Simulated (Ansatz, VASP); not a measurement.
# TaC2 in VASP and in Ansatz

INCAR

```
SYSTEM = TaC2
PREC = Accurate ; ENCUT = 600
EDIFF = 1E-7 ; ISMEAR = 0
SIGMA = 0.1 ; LREAL = .False.
LASPH = .True. ; NELM = 80
ALGO = Normal ; ISIF = 3
LWAVE = .False. ; LCHARG = .False.
GGA = PE ; IBRION = 2
NSW = 90 ; EDIFFG = -0.04
```

KPOINTS

```
Automatic mesh
0
Gamma
  6 6 6
  0 0 0
```

POSCAR

```
TaC2
1.0
    3.4103948600      0.0000000000      0.0000000000
   -1.7051974300      2.9534885800      0.0000000000
    0.0000000000      0.0000000000      3.6346621100
Ta C
1 2
Direct
    0.0000000000      0.0000000000      0.0000000000
    0.3333333300      0.6666666700      0.5000000000
    0.6666666700      0.3333333300      0.5000000000
```

Input for Ansatz:

```yaml
crystal:
  lattice:
    - [3.41039486, 0.0, 0.0]
    - [-1.70519743, 2.95348858, 0.0]
    - [0.0, 0.0, 3.63466211]
  atoms:
    - { symbol: Ta, position: [0.0, 0.0, 0.0] }
    - { symbol: C, position: [0.33333333, 0.66666667, 0.5] }
    - { symbol: C, position: [0.66666667, 0.33333333, 0.5] }
basis:
  ecutwfc: 420
kpoints:
  mp_grid: { grid: [6, 6, 6] }
hamiltonian:
  xc: pbe
scf:
  occupations: { method: gaussian, width: 0.1 }
  lower_state_search: "off"
output:
  forces: true
  stress: true
  eigenvalues: true
relax:
  adjacent_minimum: "off"
  f_tol: 0.04
  max_steps: 70
  cell: { stress_tol: 0.4 }
```

Change from the starting cell: species swapped into the TiB2 type (P6/mmm, No. 191).

Alike in both runs: task relaxation of cell and atoms; functional PBE; k mesh 6 × 6 × 6; occupations gaussian, width 0.1 eV; no spin polarisation.

|  | VASP | Ansatz |
| --- | --- | --- |
| version | VASP 6.6.1 | Ansatz 0.2.0 |
| potentials or method | VASP PAW PBE potentials, release 64 (Ta_pv, C) | scalar-relativistic, plane waves, PAW |
| plane-wave cutoff (eV) | 600 | 420 |
| valence electrons in the cell | 19 | 21 |

```csv
,VASP,Ansatz,Ansatz less VASP
"gap on the k mesh at the Fermi level, each at its own relaxed structure (eV)",none,none,-
relaxed volume (Å³/atom),9.21,9.21,-0.007
relaxed cell length with the largest relative difference (Å),3.026,3.024,-0.0020
energy change over the relaxation (meV/atom),-624,-629,-5.7
```

A gap of «none» marks a metal or a gap that the smearing closes. The two sets of potentials don't hold the same shells in valence.

Caveats: the volume moved by over 15 % at a fixed basis, so the end points are rough (VASP). The runs have no spin-orbit coupling, so splittings on Ta are missing.
